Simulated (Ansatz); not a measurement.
# InGaP2: the cell at several levels of theory

How does the equilibrium cell of InGaP2, ordered on the zincblende lattice (P-4m2) with 8 atoms a cell depend on the functional? It is relaxed with PBE and r2SCAN. This is a trial cell built on a prototype, not taken from a measured structure, and it needn't be the compound's ground state.

The runs shown are made with Ansatz 0.2.0. PAW datasets, plane waves, zero pressure. Note: simulated data, non-magnetic, for a generated structure that need not be the stable one.

## 1. The structure to begin with

This is the cell as the run starts from it, not yet at rest; its lengths are not the crystal's.

It is tetragonal, P-4m2 (No. 115); conventional cell a = 3.845 Å, c = 10.875 Å, 20.09 Å³ an atom. Around Ga lie 4 P at 2.35 Å; around P lie 4 Ga at 2.35 Å; around P lie 2 Ga at 2.35 Å and 2 In at 2.35 Å; around In lie 4 P at 2.35 Å; around P lie 4 In at 2.35 Å.

Coordinates:

```
CELL_PARAMETERS angstrom
3.84480 0.00000 0.00000
0.00000 3.84480 0.00000
0.00000 0.00000 10.87474
ATOMIC_POSITIONS crystal
Ga 0.50000 0.00000 0.87500
P 0.50000 0.50000 0.00000
Ga 0.00000 0.50000 0.12500
P 0.00000 0.00000 0.25000
In 0.50000 0.00000 0.37500
P 0.50000 0.50000 0.50000
In 0.00000 0.50000 0.62500
P 0.00000 0.00000 0.75000
```

## 2. Relaxation with PBE

File input.yaml:

```yaml
crystal:
  lattice:
    - [3.8448007499, 0.0, 0.0]
    - [0.0, 3.8448007499, 0.0]
    - [0.0, 0.0, 10.8747387303]
  atoms:
    - { symbol: Ga, position: [0.5, 0.0, 0.875] }
    - { symbol: P, position: [0.5, 0.5, 0.0] }
    - { symbol: Ga, position: [0.0, 0.5, 0.125] }
    - { symbol: P, position: [0.0, 0.0, 0.25] }
    - { symbol: In, position: [0.5, 0.0, 0.375] }
    - { symbol: P, position: [0.5, 0.5, 0.5] }
    - { symbol: In, position: [0.0, 0.5, 0.625] }
    - { symbol: P, position: [0.0, 0.0, 0.75] }
kpoints:
  mp_grid: { grid: [6, 6, 2] }
hamiltonian:
  xc: pbe
scf:
  occupations: { method: fermi_dirac, width: 0.02 }
relax:
  f_tol: 0.005
  cell: {}
output:
  write_density: true
  write_potential: true
  elf: true
  volumetric_format: npy
```

Launch:

```console
$ ansatz run input.yaml --threads 4 --pin off --max-ram 6451MiB --backend cpu --events-out ev --progress --plain --runs-dir out
```

After this run come: Relaxation with r2SCAN.

Q: Predict the outcome of this session. Wanted: for each run, a; c; volume; space group; SCF geometries.

The runs gave:

| level | a (Å) | c (Å) | volume (Å³/atom) | space group | SCF geometries |
| --- | --- | --- | --- | --- | --- |
| PBE | 4.045 | 11.519 | 23.560 | P-4m2 | 8 |
| r2SCAN | 4.005 | 11.425 | 22.910 | P-4m2 | 5 |

**Reading.** From the start to the first minimum the volume moved by +17.2 %. The volume runs from r2SCAN (least) to PBE (most), a spread of 2.8 %, or 0.9 % in length if all axes shared it alike.
